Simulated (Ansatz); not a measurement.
CoO:

```
Co O
1.0
     0.00000    2.13150    2.13150
     2.13150    0.00000    2.13150
     2.13150    2.13150    0.00000
Co O
1 1
Direct
  0.00000 0.00000 0.00000
  0.50000 0.50000 0.50000
```

Alike in all runs: program Ansatz 0.2.0; functional PBE; potentials or basis Ansatz PAW; cutoff 420 eV (not typed: the program's choice for these potentials); k mesh 9 × 9 × 9; occupations fermi-dirac, width 0.05 eV.

The same cell was started in several ways:

| start | free energy over the lowest (meV/atom) | net moment (μB) | site or absolute moments (μB) | gap |
| --- | --- | --- | --- | --- |
| collinear spin, ferromagnetic start of up to 1 μB; fixed moment 1 | 161.2 | 1.00 | Co +0.97; O -0.03 | - |
| collinear spin, program default start; fixed moment 0 | 248.8 | 0.00 | - | - |
| collinear spin, ferromagnetic start of up to 2 μB; fixed moment 2 | 50.8 | 2.00 | Co +1.82; O +0.08 | - |
| collinear spin, ferromagnetic start of up to 1.5 μB; fixed moment 1.5 | 105.6 | 1.50 | Co +1.41; O +0.01 | - |
| collinear spin, ferromagnetic start of up to 2.5 μB; fixed moment 2.5 | 15.4 | 2.50 | Co +2.19; O +0.19 | - |
| collinear spin, ferromagnetic start of up to 4 μB; fixed moment 4 | 1271.8 | 4.00 | Co +2.91; O +0.68 | - |
| collinear spin, ferromagnetic start of up to 0.5 μB; fixed moment 0.5 | 221.4 | 0.50 | Co +0.50; O -0.03 | - |
| collinear spin, ferromagnetic start of up to 3 μB; fixed moment 3 | 0.0 | 3.00 | Co +2.54; O +0.34 | - |

All polarised runs hold their moment fixed, so the table maps the energy against it. A still lower state may exist.

Caveats: the total moment is fixed, so each spin has its own Fermi level; a cell with one magnetic atom can't hold antiferromagnetic order, which such compounds often take (some runs).
